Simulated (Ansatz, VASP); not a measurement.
**ZnSe (Stilleite): VASP beside Ansatz**

Aim: how closely do two programs agree when they are given the same cell, functional and k mesh? The cell is taken from a series of VASP runs on this material, whose earlier steps may have relaxed, scaled or displaced it; both programs get it as it stands.

Main program and level: Ansatz 0.2.0; plane waves, with VASP 6.6.1 beside it; relaxation of cell and atoms at PBE.

### 1. The structure

Symmetry: F-43m, No. 216, cubic system. The conventional cell has a = 5.735 Å, b = 5.735 Å, c = 5.735 Å, α = 90.00°, β = 90.00°, γ = 90.00°. Zn has 4 Se at 2.48 Å nearest. Se has 4 Zn at 2.48 Å nearest. Farther neighbours and most contacts between anions are not listed.

As a file:

```cif
data_structure
_symmetry_space_group_name_H-M 'F-43m'
_symmetry_Int_Tables_number 216
_cell_length_a 5.7351
_cell_length_b 5.7351
_cell_length_c 5.7351
_cell_angle_alpha 90.000
_cell_angle_beta 90.000
_cell_angle_gamma 90.000
_cell_volume 188.64
loop_
_atom_site_label
_atom_site_type_symbol
_atom_site_symmetry_multiplicity
_atom_site_Wyckoff_symbol
_atom_site_fract_x
_atom_site_fract_y
_atom_site_fract_z
_atom_site_occupancy
Zn1 Zn 4 a 0.00000 0.00000 0.00000 1
Se1 Se 4 d 0.25000 0.25000 0.75000 1
```

### 2. Ansatz: relaxation of cell and atoms, PBE

Ansatz runs on its default PAW (the set named soft_2) files.

The relaxed volume is the usual yardstick between codes: its relative difference is about their pressure difference at one cell divided by the bulk modulus.

Contents of input.yaml:

```yaml
crystal:
  lattice:
    - [0.0, 2.8675528976, 2.8675528976]
    - [2.8675528976, 0.0, 2.8675528976]
    - [2.8675528976, 2.8675528976, 0.0]
  atoms:
    - { symbol: Zn, position: [0.0, 0.0, 0.0] }
    - { symbol: Se, position: [0.25, 0.25, 0.25] }
hamiltonian:
  xc: pbe
  pseudopotentials: { kind: paw }
kpoints:
  mp_grid: { grid: [7, 7, 7] }
scf:
  occupations: { method: gaussian, width: 0.05 }
relax:
  f_tol: 0.01
  max_steps: 60
  cell: { stress_tol: 0.05 }
output:
  forces: true
  stress: true
  write_density: true
  write_potential: true
  elf: true
  volumetric_format: npy
```

On the command line:

```console
ansatz run input.yaml --threads 4 --pin off --max-ram 9216MiB --backend cpu --events-out ev --progress --plain --runs-dir out
```

Numbers of over 12 decimals in the logs are rounded to 6 here.

Output:

```text
Engine: ansatz 0.2.0, aarch64-unknown-linux-gnu
Pseudopotentials: kind: paw
Pseudopotential: Zn, paw, valence charge 12, recommended cutoff 420 eV (normal), Zn.paw.azcp
Pseudopotential: Se, paw, valence charge 16, recommended cutoff 420 eV (normal), Se.paw.azcp
Functional definition: PBE
  parameter kappa = 0.804
  parameter beta = 0.066725
  exchange = pbe_x(kappa = kappa, mu = beta*pi^2/3)
  correlation = pbe_c(beta = beta)
Crystal: 2 atoms, lattice volume = 47.159 Å³
Basis set: ecut = 420 eV, 941 PW (Γ), exchange–correlation on 60×60×60 points (8 copies of the dense FFT grid, shifted against one another)
Bands: 18, of which v1, the nominal top of the filled ones, is band 14 counted from 1 (13 counted from 0)
Symmetry: 24 space group operations
Space group: F-43m (ITA 216), of the structure as read, at distance tolerance 3.6e-5 Å
k-points: 20 of 343 (time reversal used)
Non-local potential: Zn, projectors of the file, l = 0: 2, l = 1: 2, l = 2: 3, l = 3: 1
Non-local potential: Se, projectors of the file, l = 0: 2, l = 1: 2, l = 2: 3, l = 3: 1
PAW form: soft (Blöchl's): semilocal exchange-correlation on the pseudo side does not see the compensation charge
PAW one-centre angular grid: Zn, 590 points (default); XC on 64 Gauss nodes
PAW one-centre angular grid: Se, 590 points (default); XC on 64 Gauss nodes
Initial density: superposition of atomic densities (neutral atoms: chi_scale 0, normalization atom), corrected by the library's trained network
Initial wavefunctions: pseudopotential atomic-orbital guess
Functional: x = pbe(κ = 0.804, μ = 0.219515), c = pbe(β = 0.066725)
SCF iter   1: F=—  HF=-8789.535291 eV  |F-HF|=—  |Δ(HF+E_count)|=         —  Δρ=7.58e-4  dr2=4.51e-4  ethr=1.77e-3  ⟨swp⟩=6.0  Hψ=1806  notcnv=0
preconditioner: auto → none  [insulator: Δε(μ)=1.140 eV  Ē_g=11.742 eV  σ=0.050 eV  W_gap=1.00  n_scr=14 (ndim 8)  ℏωp=22.9 eV  f_vac=0.132  D(μ)=0.00/eV (n_scr^D=0)  ε∞_Penn≈4.8]
SCF iter   2: F=—  HF=-8789.535108 eV  |F-HF|=—  |Δ(HF+E_count)|=   1.83e-4  Δρ=3.91e-4  dr2=3.76e-5  ethr=1.61e-6  ⟨swp⟩=2.0  Hψ=634  notcnv=0
SCF iter   3: F=—  HF=-8789.535127 eV  |F-HF|=—  |Δ(HF+E_count)|=   1.96e-5  Δρ=1.78e-4  dr2=9.98e-6  ethr=1.34e-7  ⟨swp⟩=2.0  Hψ=520  notcnv=0
SCF iter   4: F=—  HF=-8789.535131 eV  |F-HF|=—  |Δ(HF+E_count)|=   3.31e-6  Δρ=7.46e-5  dr2=1.17e-6  ethr=3.56e-8  ⟨swp⟩=2.0  Hψ=520  notcnv=0
iter 5 did not close the SCF: its close was put off for the readings that it lacked (scf_convergence_deferred on its scf_iter line)
SCF iter   5: F=-8789.535136 eV  HF=-8789.535136 eV  |F-HF|=7.70e-8  |Δ(HF+E_count)|=   4.97e-6  Δρ=7.88e-6  dr2=2.39e-8  ethr=4.17e-9  ⟨swp⟩=2.0  Hψ=540  notcnv=0
SCF iter   6: F=-8789.535136 eV  HF=-8789.535136 eV  |F-HF|=2.05e-9  |Δ(HF+E_count)|=   9.16e-8  Δρ=2.52e-6  dr2=2.13e-9  ethr=8.55e-11  ⟨swp⟩=5.2  Hψ=2081  notcnv=0
SCF 1 converged in 6 iterations: F = -8789.535136 eV  dr2 = 2.13e-9
  greatest PAW one-centre occupation: 1.000 electrons in one spin orbital (limit 2), on the Se atom at site 1 (counted from 0), in its partial waves of l = 2
relax step   1: F+E_penalty+E_count = -8789.53513583 eV  Δ(F+E_penalty+E_count) = +0.000e0 eV  max|allowed force component| = 1.295e-16 eV/Å  Δτ_max = 0.0000 Å  P = -0.064 GPa  Ω = 47.159 Å³  (6 SCF iters, dr2 threshold 1.00e-7 eV, accepted)
[...]
relax step   2: F+E_penalty+E_count = -8789.53515845 eV  Δ(F+E_penalty+E_count) = -2.262e-5 eV  max|allowed force component| = 7.459e-17 eV/Å  Δτ_max = 0.0000 Å  P = -0.015 GPa  Ω = 47.118 Å³  energy of the carried Pulay correction = +1.269e-5 eV  (4 SCF iters, dr2 threshold 1.01e-8 eV, accepted)
[...]
relax step   3: F+E_penalty+E_count = -8789.53509679 eV  Δ(F+E_penalty+E_count) = +6.166e-5 eV  max|allowed force component| = 8.674e-17 eV/Å  Δτ_max = 0.0000 Å  P = -0.014 GPa  Ω = 47.118 Å³  stress off target by 1.40e-2 GPa  SCF on the basis re-selected at this cell (its energy is not comparable with the rows above)  (5 SCF iters)
basis re-selected at this cell: Δ(F+E_penalty+E_count) = +6.166e-5 eV, ΔP = +0.001 GPa vs the last step (what re-selecting the basis moved, of the pressure what is left beyond the Pulay correction that the steps carried, after the strain that the cell walked since its last selection, with what the two solves' SCF thresholds leave and, on support functions, any second-order correction that the steps lacked; it is no m [...]
SCF converged after 5 iterations
Free energy (F): -8789.535097 eV
Harris-Foulkes:  -8789.535097 eV  (|F-HF|=1.82e-12)
Internal energy: -8789.535097 eV  (E = F + TS)
E sigma→0 (E₀):  -8789.535097 eV
Fermi energy:    6.889623 eV
--- Per-component energies (eV) ---
  E_band       = -391.827699
  E_kinetic    = 249.336006
  E_local      = -4442.854371  (includes V_loc(G=0)·N_el)
  E_nonlocal   = 18.698314
  E_hartree    = 2055.775817
  E_xc         = -241.023184
  E_vxc        = -149.647391  (∫ρ·V_xc dr)
  E_paw        = -3739.781001  (= ΣΔE_a)
  E_vpaw       = -178.910903  (= ΣTr[D̂ρ^β])
  E_aug_tail   = -0.000933  (compensation charges beyond the density's cutoff)
  E_ewald      = -2689.685745
  E_smearing   = -0.000000  (= −TS)
  E_closure    = 0.000000  (closes the sum)
  Σ components = -8789.535097   (vs F -8789.535097, Δ=0.00e0)
--- Forces (eV/Å), atoms counted from 1 ---
  atom   1  Zn     0.00000000    -0.00000000    -0.00000000
  atom   2  Se     0.00000000     0.00000000     0.00000000
  max |Σ_I F_I| component: 1.04e-16 eV/Å
--- Stress (GPa, compression-positive) ---
       -0.014046       0.000000      -0.000000
        0.000000      -0.014046       0.000000
       -0.000000       0.000000      -0.014046
  P = ⅓ Tr σ = -0.0140 GPa (-0.140 kbar)
--- Band table (eV; the first three rows and the last of 20) ---
  k-point 0: bands = [... 10 lower, 0.2317, 6.3131, 6.3131, 6.3131, 7.4638, 12.1317, 12.1317, 12.1317]
  k-point 1: bands = [... 10 lower, 0.2304, 4.7747, 6.1321, 6.1321, 8.5947, 12.0750, 12.4345, 12.4345]
  k-point 2: bands = [... 10 lower, 0.2340, 2.9212, 5.7773, 5.7773, 8.9660, 12.7832, 12.7832, 13.1794]
  k-point 19: bands = [... 10 lower, 0.4859, 1.7959, 3.4493, 4.2862, 10.8951, 12.1208, 13.5542, 14.5690]
--- Relaxed structure (2 steps of the walk, 2 accepted, 1 SCFs on fresh bases) ---
  F+E_penalty+E_count = -8789.53509679 eV   max|allowed force component| = 8.674e-17 eV/Å   (the final SCF, on the basis selected at the relaxed cell)
  cell:  # Å, volume = 47.1185 Å³
    - [0, 2.866732, 2.866732]
    - [2.866732, 0, 2.866732]
    - [2.866732, 2.866732, 0]
  atoms:
    - { symbol: Zn, position: [0, 0, 0] }
    - { symbol: Se, position: [0.25, 0.25, 0.25] }
```

Run time: 3.2 s. Hardware: 4 threads of Arm Neoverse N1, shared host; peak memory 0.34 GiB; 9.1 s of CPU time.

### 3. VASP: relaxation of cell and atoms, PBE

The same cell, functional, mesh and smearing now go to VASP, with its own data sets and cutoff.

Lines of VASP's logs that name or quote its potential files are left out, and so is its time.

Contents of INCAR:

```
SYSTEM = ZnSe
PREC = Accurate
ENCUT = 400
EDIFF = 1E-06
NELM = 100
ISMEAR = 0
SIGMA = 0.05
LREAL = .FALSE.
ALGO = Normal
GGA = PE
NBANDS = 15
LORBIT = 11
LWAVE = .FALSE.
LCHARG = .FALSE.
KPAR = 2
IBRION = 2
NSW = 60
ISIF = 3
EDIFFG = -0.01
```

Contents of POSCAR:

```
ZnSe
1.0
    0.0000000000      2.8675528976      2.8675528976
    2.8675528976      0.0000000000      2.8675528976
    2.8675528976      2.8675528976      0.0000000000
Zn Se
1 1
Direct
    0.0000000000      0.0000000000      0.0000000000
    0.2500000000      0.2500000000      0.2500000000
```

Contents of KPOINTS:

```
Automatic mesh
0
Gamma
7 7 7
0 0 0
```

Potentials, in the order of the species: Zn and Se (PBE family, release 64).

On the command line:

```console
mpirun -np 2 vasp_std
```

Output:

```text
[banner, memory and clock lines left out]
running    2 mpi-ranks, on    1 nodes
 distrk:  each k-point on    1 cores,    2 groups
 distr:  one band on    1 cores,    1 groups

 POSCAR found type information on POSCAR ZnSe
 POSCAR found :  2 types and       2 ions
 LDA part: xc-table for (Slater+PW92), standard interpolation
 POSCAR, INCAR and KPOINTS ok, starting setup
 FFT: planning ... GRIDC
 FFT: planning ... GRID_SOFT
 FFT: planning ... GRID
 WAVECAR not read
 entering main loop
       N       E                     dE             d eps       ncg     rms          rms(c)
DAV:   1     0.751975378180E+02    0.75198E+02   -0.77074E+03   600   0.113E+03
DAV:   2    -0.170822439422E+01   -0.76906E+02   -0.73036E+02   677   0.225E+02
DAV:   3    -0.628710822476E+01   -0.45789E+01   -0.45658E+01   726   0.574E+01
DAV:   4    -0.632014640727E+01   -0.33038E-01   -0.33036E-01   719   0.532E+00
DAV:   5    -0.632031598617E+01   -0.16958E-03   -0.16958E-03   761   0.343E-01    0.447E+00
DAV:   6    -0.604618024285E+01    0.27414E+00   -0.56797E-01   888   0.246E+01    0.343E+00
DAV:   7    -0.602804110997E+01    0.18139E-01   -0.15808E-01   635   0.364E+00    0.146E+00
DAV:   8    -0.602800447043E+01    0.36640E-04   -0.44427E-03   737   0.627E-01    0.439E-01
DAV:   9    -0.602828173599E+01   -0.27727E-03   -0.10990E-03   684   0.254E-01    0.691E-02
DAV:  10    -0.602837948703E+01   -0.97751E-04   -0.14357E-04   664   0.941E-02    0.181E-02
DAV:  11    -0.602838636527E+01   -0.68782E-05   -0.28921E-05   677   0.382E-02    0.534E-03
DAV:  12    -0.602838750882E+01   -0.11436E-05   -0.24434E-06   712   0.914E-03    0.312E-03
DAV:  13    -0.602838758453E+01   -0.75710E-07   -0.54223E-07   475   0.606E-03
   1 F= -.60283876E+01 E0= -.60283876E+01  d E =-.602839E+01
 curvature:   0.00 expect dE= 0.000E+00 dE for cont linesearch  0.000E+00
 trial: gam= 0.00000 g(F)=  0.917E-45 g(S)=  0.257E-04 ort = 0.000E+00 (trialstep = 0.100E+01)
 search vector abs. value=  0.257E-04
 reached required accuracy - stopping structural energy minimisation
```

From OUTCAR (step 3):

```text
ion  position               nearest neighbor table
   1  0.000  0.000  0.000-   2 2.48   2 2.48   2 2.48   2 2.48
   2  0.250  0.250  0.250-   1 2.48   1 2.48   1 2.48   1 2.48

  LATTYP: Found a face centered cubic cell.
 ALAT       =     5.7351057952

 Subroutine GETGRP returns: Found 24 space group operations
 (whereof 24 operations were pure point group operations)

The static configuration has the point symmetry T_d .

 Found     20 irreducible k-points:

   k-points           NKPTS =     20   k-points in BZ     NKDIM =     20   number of bands    NBANDS=     15

   dimension x,y,z NGX =    28 NGY =   28 NGZ =   28
   dimension x,y,z NGXF=    56 NGYF=   56 NGZF=   56

   ENCUT  =  400.0 eV  29.40 Ry    5.42 a.u.   6.61  6.61  6.61*2*pi/ulx,y,z

   NELECT =      18.0000    total number of electrons

 k-points in reciprocal lattice and weights: Automatic mesh
   0.00000000  0.00000000  0.00000000       0.003
   0.14285714  0.00000000  0.00000000       0.023
   0.28571429  0.00000000  0.00000000       0.023
   0.42857143  0.00000000  0.00000000       0.023
   0.14285714  0.14285714  0.00000000       0.017
   0.28571429  0.14285714  0.00000000       0.070
   0.42857143  0.14285714  0.00000000       0.070
  -0.42857143  0.14285714  0.00000000       0.070
  -0.28571429  0.14285714  0.00000000       0.070
[...]
-0.42857143  0.42857143  0.14285714       0.070
  -0.28571429  0.42857143  0.14285714       0.070

 average (electrostatic) potential at core
       1 -37.3092       2 -56.1959

 E-fermi :   1.5895

 k-point     1 :       0.0000    0.0000    0.0000
  band No.  band energies     occupation
    ...
      5      -4.7676      2.00000
      6      -4.7676      2.00000
      7       1.3170      2.00000
      8       1.3170      2.00000
      9       1.3170      2.00000
     10       2.4635      0.00000
     11       7.1240      0.00000
     12       7.1240      0.00000
     13       7.1240      0.00000
     14      11.1056      0.00000
    ...

 k-point     2 :       0.1429    0.0000    0.0000
  band No.  band energies     occupation
    ...
      5      -4.7690      2.00000
      6      -4.7690      2.00000
      7      -0.2232      2.00000
      8       1.1360      2.00000
      9       1.1360      2.00000
     10       3.5952      0.00000
     11       7.0725      0.00000
     12       7.4267      0.00000
     13       7.4267      0.00000
     14      11.8455      0.00000
    ...

 k-point     3 :       0.2857    0.0000    0.0000
  band No.  band energies     occupation
    ...
      5      -4.7651      2.00000
      6      -4.7651      2.00000
      7      -2.0760      2.00000
      8       0.7816      2.00000
      9       0.7816      2.00000
     10       3.9639      0.00000
     11       7.7751      0.00000
     12       7.7751      0.00000
     13       8.1836      0.00000
     14      11.8106      0.00000
    ...

  Total       -0.0188310     -0.0188310     -0.0188310     -0.0000000      0.0000000      0.0000000
  in kB       -0.6397627     -0.6397627     -0.6397627     -0.0000000      0.0000000      0.0000000
  external PRESSURE =      -0.6397627 kB  Pullay stress =       0.0000000 kB

  energy-cutoff  :      400.00
  volume of cell :       47.16
      direct lattice vectors                 reciprocal lattice vectors
     0.000000000  2.867552898  2.867552898    -0.174364700  0.174364700  0.174364700
     2.867552898  0.000000000  2.867552898     0.174364700 -0.174364700  0.174364700
     2.867552898  2.867552898  0.000000000     0.174364700  0.174364700 -0.174364700

 POSITION                                       TOTAL-FORCE (eV/Angst)
 -----------------------------------------------------------------------------------
      0.00000      0.00000      0.00000        -0.000000      0.000000     -0.000000
      1.43378      1.43378      1.43378         0.000000     -0.000000      0.000000
 -----------------------------------------------------------------------------------
    total drift:                               -0.000002     -0.000002     -0.000001

  FREE ENERGIE OF THE ION-ELECTRON SYSTEM (eV)
  ---------------------------------------------------
  free  energy   TOTEN  =        -6.0283875845 eV

  energy  without entropy=       -6.0283875845  energy(sigma->0) =       -6.02838758

 reached required accuracy - stopping structural energy minimisation

 total charge
# of ion       s       p       d       tot
------------------------------------------
    1        0.526   0.420   9.782  10.728
    2        1.438   2.409   0.027   3.874
--------------------------------------------------
tot          1.964   2.829   9.809  14.603

[... 3 further parts left out ...]
```

The run keeps the 24 symmetry operations of its start, so it cannot find a distortion of lower symmetry.

### 4. Comparison

Known differences besides the potentials themselves: both relaxations stop at a tolerance, which leaves soft axes loose, and VASP keeps its plane-wave basis; the data sets hold 28 valence electrons in Ansatz (default PAW (the set named soft_2) files) and 18 in VASP; the cutoff is 420 eV in Ansatz and 400 eV in VASP; VASP leaves aspherical gradient terms in its spheres out (LASPH is not set), Ansatz keeps them; Ansatz adds a Pulay correction to the stress that steers its cell, VASP none. Total energies have different zeros and are not compared.

Both answers:

```csv
quantity,Ansatz,VASP,difference
volume (Å³),47.12,47.16,-0.09 %
"edge a after relaxation, in the typed setting (Å)",4.054,4.055,-0.03 %
```

The walks stopped with -0.01 GPa left in Ansatz and -0.06 GPa in VASP; each walk ends within a tolerance, so the volume difference is uncertain by about these residues over the bulk modulus, most in soft cells.

### 5. Summary of results

| Quantity | Value |
| --- | --- |
| difference in volume (relaxation of cell and atoms, PBE) | -0.086 % |

In words: The difference in volume is -0.086 % (relaxation of cell and atoms, PBE), within the 1.2 % picked in this series as the mark of a large difference, as far as the stopping tolerances let one tell. How closely two codes agree says nothing of how well the functional describes the real material.

[Lines on the potential files, build, host, timing and source positions are cut from VASP's logs without a mark.]

[Logs are printed without paths, hosts, clocks, repeated set-up lines and the standing remarks that a program may print on its own settings, such as how far it seeks lower states.]

[Hosts, paths, dates, database ids (printed as entryN), source tags and the programs' standing remarks are cut or masked in the printed files.]
